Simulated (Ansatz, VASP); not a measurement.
## ZrO: VASP beside Ansatz

```
CELL_PARAMETERS angstrom
3.17243 0.00000 0.00000
0.00000 3.17243 0.00000
0.00000 0.00000 6.04275
ATOMIC_POSITIONS crystal
Zr 0.50000 0.50000 0.25000
Zr 0.50000 0.50000 0.75000
O 0.00000 0.50000 0.00000
O 0.50000 0.00000 0.50000
```

Change from the starting cell: ordered vacancies on the cation sites of antifluorite (P4_2/mmc, No. 131).

Alike in both runs: task relaxation of cell and atoms; functional PBE; k mesh 14 × 14 × 8; occupations gaussian, width 0.1 eV; no spin polarisation.

|  | VASP | Ansatz |
| --- | --- | --- |
| version | VASP 6.6.1 | Ansatz 0.2.0 |
| potentials or method | VASP PAW PBE potentials, release 64 (Zr_sv, O) | scalar-relativistic, plane waves, PAW |
| plane-wave cutoff (eV) | 600 | 420 |
| valence electrons in the cell | 36 | 36 |

```tsv
	VASP	Ansatz	Ansatz less VASP
gap on the k mesh at the Fermi level, each at its own relaxed structure (eV)	none	none	-
relaxed volume (Å³/atom)	15.31	15.31	+0.004
relaxed cell length with the largest relative difference (Å)	5.995	5.986	-0.0095
```

A gap of «none» marks a metal or a gap that the smearing closes.
